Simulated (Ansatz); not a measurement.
Write the native input for Ansatz 0.2.0 that does the following.

```
Task                                : band structure
Functional                          : PBE
Potentials or basis                 : Ansatz PAW
Cutoff                              : 420 eV (not typed: the program's choice for these potentials)
k mesh                              : 8 × 8 × 8
Occupations                         : fermi-dirac, width 0.05 eV
Spin                                : spin-orbit coupling, no magnetisation
Path                                : [["G", "H", "N", "G", "P", "H"], ["P", "N"]]
Points for each segment of the path : 14
```

The system is Ta.

```xyz
1
Lattice="-1.6513 1.6513 1.6513 1.6513 -1.6513 1.6513 1.6513 1.6513 -1.6513" Properties=species:S:1:pos:R:3 pbc="T T T"
Ta    0.0000    0.0000    0.0000
```

The input as run:

input.yaml

```yaml
crystal:
  lattice:
    - [-1.65128, 1.65128, 1.65128]
    - [1.65128, -1.65128, 1.65128]
    - [1.65128, 1.65128, -1.65128]
  atoms:
    - { symbol: Ta, position: [0.0, 0.0, 0.0] }
hamiltonian:
  xc: pbe
  pseudopotentials: { kind: paw_fr }
magnetization:
  noncollinear: true
  spin_orbit: true
kpoints:
  mp_grid: { grid: [8, 8, 8] }
  band_path:
    path:
      - [[0.0, 0.0, 0.0], [0.5, -0.5, 0.5], [0.0, 0.0, 0.5], [0.0, 0.0, 0.0], [0.25, 0.25, 0.25], [0.5, -0.5, 0.5]]
      - [[0.25, 0.25, 0.25], [0.0, 0.0, 0.5]]
    npoints: 14
scf:
  occupations: { method: fermi_dirac, width: 0.05 }
  n_extra_bands: 6
output:
  forces: true
  stress: true
  eigenvalues: true
  fatbands: false
  write_density: true
  write_potential: true
  elf: true
  volumetric_format: npy
```

Potentials or basis: Ansatz PAW.

The run is started by

```sh
$ ansatz run input.yaml --threads 2 --pin off --max-ram 5632MiB --backend cpu --events-out ev --progress --plain --runs-dir out
```

Results of the run:

* Pressure: 1.0 GPa
* Band gap on the k mesh: none (metal or under the smearing width)

Wall time 2.9 s on 2 threads of Intel(R) Xeon(R) Processor @ 2.70GHz, on a shared host, peak memory 0.36 GiB.
